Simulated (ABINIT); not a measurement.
KBr, 2 atoms in the cell. Symmetry: Fm-3m, No. 225, cubic system. The conventional cell has a = 6.600 Å, b = 6.600 Å, c = 6.600 Å, α = 90.00°, β = 90.00°, γ = 90.00°. Around Br (site symmetry m-3m) lie 6 K at 3.30 Å. Around K (site symmetry m-3m) lie 6 Br at 3.30 Å. 

| Property | Result |
| --- | --- |
| Program | ABINIT 10.8.3 (patched build) |
| Task | band structure |
| Functional | LDA |
| Potentials or basis | JTH PAW LDA v2.0 |
| Cutoff | 544 eV |
| k mesh | 7 × 7 × 7 |
| Occupations | fermi-dirac, width 0.05 eV |
| Spin | no spin polarisation |
| Fine-grid cutoff | 1088.46 eV |

Potentials or basis: JTH PAW LDA v2.0.

Launch:

```sh
$ abinit run.abi > log 2>&1
```

Hardware: 1 thread of Arm Neoverse V1, on a shared host.

**Question.** How long does it take, and how much memory?

**Answer.** Run time: 94 s on 1 thread of Arm Neoverse V1, on a shared host, peak memory 0.18 GiB. Counts: scf iterations 12, mpi ranks 1, k points 20, bands 12, plane waves 2087.
